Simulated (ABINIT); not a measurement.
# A GW chain in ABINIT: BAs (F-43m), part 3 of 3

How does a plane-wave GW calculation on BAs (F-43m) run from the first input to the gap?

ABINIT 10.8.3; PBE and many-body steps on it, plane waves. Known limits of the many-body steps: not at the basis limit; no spin-orbit coupling.

So far. Step 4 (Empty states on the mesh, 6×6×6 mesh, 516 bands): On this mesh the gap is 1.293 eV. The earlier step found 1.208 eV, so this mesh misses an edge. Step 5 (Screening, 6×6×6 mesh, 354 bands, screening to 390.5 eV): Local fields lower ε∞ by 9 %.

### 6. Self-energy, 6×6×6 mesh, 354 bands, screening to 390.5 eV

The self-energy is evaluated for the states that the input lists, and the levels follow from it, in one-shot runs by the linearised quasiparticle equation.

This step: G0W0 on PBE, plane waves, norm-conserving pseudopotentials.

Input file run.abi:

```
acell 3*1.0 Angstrom
rprim 
  -0.000000000000 2.388500000000 2.388500000000
  2.388500000000 -0.000000000000 2.388500000000
  2.388500000000 2.388500000000 -0.000000000000
ntypat 2
znucl 5 33
natom 2
typat 1 2
xred 
  0.000000000000 0.000000000000 0.000000000000
  0.250000000000 0.250000000000 0.250000000000
pp_dirpath "pseudos"
pseudos "B.upf, As.upf"
ecut 44
ngkpt 6 6 6
nshiftk 1
shiftk 0 0 0
kptopt 1
chksymbreak 0
istwfk *1
occopt 1
irdwfk 1
optdriver 4
nband 354
gwcalctyp 0
ecutsigx 44
symsigma 1
nkptgw 4
kptgw 
  0.0000000000 0.0000000000 0.0000000000
  0.3333333333 0.3333333333 0.0000000000
  0.5000000000 0.0000000000 0.0000000000
  0.5000000000 0.5000000000 0.0000000000
bdgw 
  11 16
  12 15
  12 16
  12 15
ecuteps 14.35
irdscr 1
ppmodel 1
indata_prefix "in"
outdata_prefix "out"
tmpdata_prefix "tmp"
```

Run with:

```bash
$ OMP_NUM_THREADS=1 mpirun -n 4 abinit run.abi > log
```

Numbers of over 12 decimals in the logs are rounded to 6 here.

What it wrote:

```text
.Version 10.8.3 of ABINIT. v10.8.2 released Aug 2026.

 Symmetries : space group F-4 3 m (#216); Bravais cF (face-center cubic)
[... echo of the input left out ...]
== DATASET  1 ==================================================================
-   mpi_nproc: 4, omp_nthreads: 1 (-1 if OMP is not activated)

--- !DatasetInfo
iteration_state: {dtset: 1, }
dimensions: {natom: 2, nkpt: 16, mband: 354, nsppol: 1, nspinor: 1, nspden: 1, mpw: 2637, }
cutoff_energies: {ecut:  44.0, pawecutdg:  -1.0, }
electrons: {nelect:   2.60000000E+01, charge:   0.00000000E+00, occopt:   1.00000000E+00, tsmear:   1.00000000E-02, }

 SIGMA: Calculation of the GW corrections

 Based on a program developped by R.W. Godby, V. Olevano, G. Onida, and L. Reining.
 Incorporated in ABINIT by V. Olevano, G.-M. Rignanese, and M. Torrent.
.Using double precision arithmetic ; gwpc =  8

[... cell and pseudopotentials left out ...]
--------------------------------------------------------------------------------

 ==== K-mesh for the wavefunctions ====
 Number of points in the irreducible wedge :    16
[... list of points left out ...]
 Together with 24 symmetry operations and time-reversal symmetry
 yields   216 points in the full Brillouin Zone.

 ==== Q-mesh for screening function ====
 Number of points in the irreducible wedge :    16
[... list of points left out ...]
 Together with 24 symmetry operations and time-reversal symmetry
 yields   216 points in the full Brillouin Zone.

 vcoul_init : cutoff-mode = AUXILIARY_FUNCTION
 q-points for optical limit:   1
     1)      0.000010    0.000020    0.000030
 setmesh: FFT mesh size selected  =    40x   40x   40
          total number of points  =        64000

 Number of electrons calculated from density =   26.0000; Expected =   26.0000
 average of density, n =  0.141374
 r_s =    1.1908
 omega_plasma =   36.2695 [eV]

 === KS Band Gaps ===
  >>>> For spin  1
   Minimum direct gap =   3.2894 [eV], located at k-point      :   0.0000  0.0000  0.0000
   Fundamental gap    =   1.2928 [eV], Top of valence bands at :   0.0000  0.0000  0.0000
                                       Bottom of conduction at :   0.3333  0.3333  0.0000
 SIGMA fundamental parameters:
 PLASMON POLE MODEL  1
 number of plane-waves for SigmaX                 2637
 number of plane-waves for SigmaC and W            531
 number of plane-waves for wavefunctions          2637
 number of bands                                   354
 number of independent spin polarizations            1
 number of spinorial components                      1
 number of k-points in IBZ                          16
 number of q-points in IBZ                          16
 number of symmetry operations                      24
 number of k-points in BZ                          216
 number of q-points in BZ                          216
 number of frequencies for dSigma/dE                 9
 frequency step for dSigma/dE [eV]                0.25
 number of omega for Sigma on real axis              0
 max omega for Sigma on real axis  [eV]           0.00
 zcut for avoiding poles [eV]                     0.10

 EPSILON^-1 parameters (SCR file):
 dimension of the eps^-1 matrix on file            531
 dimension of the eps^-1 matrix used               531
 number of plane-waves for wavefunctions          2637
 number of bands                                   354
 number of q-points in IBZ                          16
 number of frequencies                               2
 number of real frequencies                          1
 number of imag frequencies                          1

 matrix elements of self-energy operator (all in [eV])

 Perturbative Calculation

--- !SelfEnergy_ee
iteration_state: {dtset: 1, }
kpoint     : [   0.000,    0.000,    0.000, ]
spin       : 1
KS_gap     :    3.289
QP_gap     :    4.170
Delta_QP_KS:    0.880
data: !SigmaeeData |
     Band     E0 <VxcDFT>   SigX SigC(E0)      Z dSigC/dE  Sig(E)    E-E0       E
       11   7.999 -14.188 -15.543   0.425   0.807  -0.239 -14.938  -0.750   7.249
       12   7.999 -14.188 -15.543   0.425   0.807  -0.239 -14.938  -0.750   7.249
       13   7.999 -14.188 -15.543   0.425   0.807  -0.239 -14.938  -0.750   7.249
       14  11.288 -13.053  -8.369  -4.523   0.810  -0.235 -12.922   0.130  11.418
       15  11.288 -13.053  -8.369  -4.523   0.810  -0.235 -12.922   0.130  11.418
       16  11.288 -13.053  -8.369  -4.523   0.810  -0.235 -12.922   0.130  11.418

--- !SelfEnergy_ee
iteration_state: {dtset: 1, }
kpoint     : [   0.333,    0.333,    0.000, ]
spin       : 1
KS_gap     :    4.744
QP_gap     :    5.580
Delta_QP_KS:    0.836
data: !SigmaeeData |
     Band     E0 <VxcDFT>   SigX SigC(E0)      Z dSigC/dE  Sig(E)    E-E0       E
       12   4.547 -13.197 -16.027   1.668   0.796  -0.256 -14.123  -0.925   3.622
       13   4.547 -13.197 -16.027   1.668   0.796  -0.256 -14.123  -0.925   3.622
       14   9.292 -11.657  -7.564  -4.202   0.817  -0.224 -11.747  -0.089   9.202
       15  11.154 -11.166  -6.440  -4.790   0.816  -0.225 -11.218  -0.052  11.101

--- !SelfEnergy_ee
iteration_state: {dtset: 1, }
kpoint     : [   0.500,    0.000,    0.000, ]
spin       : 1
KS_gap     :    4.519
QP_gap     :    5.298
Delta_QP_KS:    0.780
data: !SigmaeeData |
     Band     E0 <VxcDFT>   SigX SigC(E0)      Z dSigC/dE  Sig(E)    E-E0       E
[...]
16  12.807 -12.414  -7.170  -5.041   0.809  -0.236 -12.250   0.165  12.972

--- !SelfEnergy_ee
iteration_state: {dtset: 1, }
kpoint     : [   0.500,    0.500,    0.000, ]
spin       : 1
KS_gap     :    5.527
QP_gap     :    6.346
Delta_QP_KS:    0.819
data: !SigmaeeData |
     Band     E0 <VxcDFT>   SigX SigC(E0)      Z dSigC/dE  Sig(E)    E-E0       E
       12   3.925 -13.085 -16.210   1.911   0.794  -0.260 -14.048  -0.964   2.961
       13   3.925 -13.085 -16.210   1.911   0.794  -0.260 -14.048  -0.964   2.961
       14   9.452 -11.169  -7.018  -4.328   0.818  -0.223 -11.313  -0.144   9.307
       15   9.457 -11.373  -7.114  -4.344   0.821  -0.219 -11.443  -0.070   9.387

== END DATASET(S) ==============================================================
================================================================================

 -outvars: echo values of variables after computation  --------
           etotal      0.0000000000E+00
            nband         354
             nkpt          16
          spgroup         216
 [... the other variables as echoed above ...]

 Calculation completed.
```

Elapsed: 11 min, on 4 MPI ranks of Arm Neoverse V1, shared host; peak memory 4 GiB; 44 min of CPU time.

This step gave:

```
G0W0 gap on the mesh                         : 1.953 eV
starting gap on the mesh                     : 1.293 eV
k of the valence top                         : 0, 0, 0
k of the conduction bottom                   : 0.3333, 0.3333, 0
Z at the valence top                         : 0.807
Z at the conduction bottom                   : 0.817
least direct G0W0 gap on the computed points : 4.169 eV
```

The gap on the mesh goes from 1.29 eV to 1.95 eV, a correction of +0.66 eV. The start differs from the 1.21 eV found before because the two sample other k points.

Limits: finite bands, cutoff and mesh; no spin-orbit coupling. v1 is the top filled band, c1 the lowest empty one. Levels before and after the correction, in eV, zero at the valence-band top of each column:

```csv
,conduction bottom,valence top
Kohn-Sham,1.29,0.00
G0W0,1.95,0.00
```

```csv
,level,energy (eV)
Kohn-Sham,Γ v3-v1,0.000
Kohn-Sham,Γ c1-c3,3.289
Kohn-Sham,(0.333 0.333 0) v2-v1,-3.452
Kohn-Sham,(0.333 0.333 0) c1,1.293
Kohn-Sham,(0.333 0.333 0) c2,3.155
G0W0,Γ v3-v1,0.000
G0W0,Γ c1-c3,4.169
G0W0,(0.333 0.333 0) v2-v1,-3.627
G0W0,(0.333 0.333 0) c1,1.953
G0W0,(0.333 0.333 0) c2,3.852
```

### 7. Where the time went

Times are wall times on 4 MPI ranks of Arm Neoverse V1, shared host, good to a factor of about two.

```csv
step,time,share,memory (GiB)
ground state,16 s,1 %,0.32
bands along the symmetry lines,12 s,1 %,0.28
empty states on the mesh,62 s,3 %,1.7
screening,27 min,68 %,3.6
self-energy,11 min,28 %,4.0
```

### 8. Results

| Quantity | Value |
| --- | --- |
| PBE gap | 1.21 eV, indirect |
| G0W0 gap on the mesh | 1.95 eV |
| G0W0 gap over the zone (rigid shift) | 1.87 eV |
| GW settings | 6×6×6 mesh, 354 bands, screening to 390.5 eV, Godby-Needs plasmon pole |
| known limits | not at the basis limit; no spin-orbit coupling |

In words: G0W0 moves the gap on the mesh from 1.29 eV to 1.95 eV (+0.66 eV), with Z of 0.81 and 0.82 at the edges. The mesh misses the band edges by 0.08 eV in all; a rigid shift gives 1.87 eV for the zone. Local fields lower the RPA ε∞ on this mesh from 11.52 to 10.51. The dearest step here is «screening». Against experiment, by G0W0@PBE: the direct gap of 4.17 eV lies +0.05 eV from the measured 4.12 eV (direct, 300 K, 2019); the gap of 1.87 eV lies −0.15 eV from the measured 2.02 eV (indirect, 300 K, 2019); the gap of 1.87 eV lies +0.05 eV from the measured 1.82 eV (indirect, 300 K, 2019). An exciton line or allowed optical edge lies below the quasiparticle gap by the binding energy; a forbidden edge can push the onset above it. The calculation has static nuclei and no excitons; a measured gap holds zero-point and thermal motion, which mostly lowers it. Bands and cutoff are finite, so the gap is not at the basis limit. The miss can reach some tenths of an eV and take either sign; the mesh is an error of its own. A denser mesh or path gives a starting gap of 1.21 eV: the GW mesh misses a band edge, so its gaps are not the fundamental one. The many-body steps are scalar-relativistic: spin-orbit coupling is not in them.

[Paths, hosts, dates, memory and timing lines, banners, echoed tables and standing remarks are left out of the program output.]

[Logs are printed without paths, hosts, clocks, repeated set-up lines and the standing remarks that a program may print on its own settings, such as how far it seeks lower states.]

[Runs of the session that timed out or met a known fault of the program may be left out.]

[Hosts, paths, dates, database ids (printed as entryN), source tags and the programs' standing remarks are cut or masked in the printed files.]

[G0W0 gaps are taken among the corrected bands and points alone; a level outside them can change the order at an edge.]

[Where Ansatz stands beside ABINIT at settings called matched, ABINIT's density can come from a denser mesh and the files from another edition; pairs whose starting gaps differed by over 0.03 eV were left out, so agreement reads better than it is.]
